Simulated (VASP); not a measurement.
Write the native input for VASP 6.6.1 that does the following.

```yaml
Task: relaxation of cell and atoms
Functional: LDA
Potentials_or_basis: VASP PAW LDA potentials, release 64 (Bi_d)
Cutoff: 600 eV
k_mesh: 10 × 10 × 10
Occupations: methfessel-paxton, width 0.1 eV
Spin: no spin polarisation
Further_INCAR_settings: ALGO = Normal; EDIFF = 1e-06; IBRION = 2; EDIFFG = -0.01; NSW = 90; ISIF = 3
```

The structure of Bi lies in POSCAR:

```
Bi
1.0
    2.2675000000      1.3091417354      3.9380000000
   -2.2675000000      1.3091417354      3.9380000000
    0.0000000000     -2.6182834708      3.9380000000
Bi
2
Direct
    0.2340000000      0.2340000000      0.2340000000
    0.7660000000      0.7660000000      0.7660000000
```

One way to write it, as run:

INCAR

```
  PREC = Accurate
  ENCUT = 600
  EDIFF = 1E-6
  ISMEAR = 1
  SIGMA = 0.1
  LREAL = F
  LASPH = T
  NELM = 80
  ALGO = Normal
  ISIF = 3
  LWAVE = F
  LCHARG = F
  GGA = CA
  IBRION = 2
  NSW = 90
  EDIFFG = -0.01
  KPAR = 2
```

KPOINTS

```
regular mesh
0
Gamma
  10 10 10
```

Potentials or basis: VASP PAW LDA potentials, release 64 (Bi_d).

The run is started by

```sh
$ cat potpaw_LDA.64/Bi_d/POTCAR > POTCAR
$ mpirun -np 2 vasp_std > vasp.out
```

Results of the run:

```
Relaxed volume                         : 33.58 Å³/atom
Relaxed cell                           : a = 4.630 Å, b = 4.630 Å, c = 4.630 Å, α = 58.12°, β = 58.12°, γ = 58.12°
Space group after relaxing (to 0.05 Å) : R-3m (No. 166)
Energy gained by relaxing              : 8.3 meV/atom
Ionic steps                            : 10
Pressure after relaxing                : 0.0 GPa
Largest force after relaxing           : 0.006 eV/Å
Band gap on the k mesh                 : none (metal or under the smearing width)
```

Caveat: spin-orbit coupling is left out, which moves the levels of the heavy elements.

Run time: 5.4 min on 2 MPI ranks on AMD EPYC 9R45 (Zen 5), on a shared host, peak memory 0.28 GiB a rank.
